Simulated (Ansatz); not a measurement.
The system is PbF2 (Fluorocronite).

```
CELL_PARAMETERS angstrom
0.00000 2.96366 2.96366
2.96366 0.00000 2.96366
2.96366 2.96366 0.00000
ATOMIC_POSITIONS crystal
Pb 0.00000 0.00000 0.00000
F 0.75000 0.75000 0.75000
F 0.25000 0.25000 0.25000
```

- Program: Ansatz 0.2.0
- Task: relaxation of cell and atoms
- Functional: RPBE
- Dispersion: D3(BJ)
- Potentials or basis: Ansatz PAW
- Cutoff: 420 eV (not typed: the program's choice for these potentials)
- k mesh: 8 × 8 × 8
- Occupations: fermi-dirac, width 0.05 eV
- Spin: no spin polarisation

At the start: volume 17.35 Å³/atom.

Q: How do energy, volume and symmetry change on relaxing?

A: It ends after 7 steps and the volume is 16.68 Å³/atom (-3.9 %); space group Fm-3m (No. 225, to 0.05 Å).

Step by step:
| step | energy change (eV) | largest force (eV/Å) | volume (Å³) |
| --- | --- | --- | --- |
| 1 | 0.0000 | 0.0000 | 52.06 |
| 2 | -0.0149 | 0.0000 | 48.71 |
| 3 | -0.0220 | 0.0000 | 50.23 |
| 4 | -0.0222 | 0.0000 | 50.15 |
| 5 | -0.0187 | 0.0000 | 50.15 |
| 6 | -0.0190 | 0.0000 | 50.04 |
| 7 | -0.0186 | 0.0000 | 50.04 |

Final structure:
```cif
data_structure
_symmetry_space_group_name_H-M 'P 1'
_symmetry_Int_Tables_number 1
_cell_length_a 4.1362
_cell_length_b 4.1362
_cell_length_c 4.1362
_cell_angle_alpha 60.000
_cell_angle_beta 60.000
_cell_angle_gamma 60.000
_cell_volume 50.04
loop_
_atom_site_label
_atom_site_type_symbol
_atom_site_fract_x
_atom_site_fract_y
_atom_site_fract_z
_atom_site_occupancy
Pb1 Pb 0.00000 0.00000 0.00000 1
F1 F 0.75000 0.75000 0.75000 1
F2 F 0.25000 0.25000 0.25000 1
```

Caveat: the plane-wave basis is chosen anew once the cell has moved, so the energies of steps on either side of that aren't comparable; the pressure holds a Pulay correction of +0.4 GPa for the finite cutoff; the PAW data sets come from PBE, with cores solved anew for the run's functional, which leaves a small shift of forces and pressure.
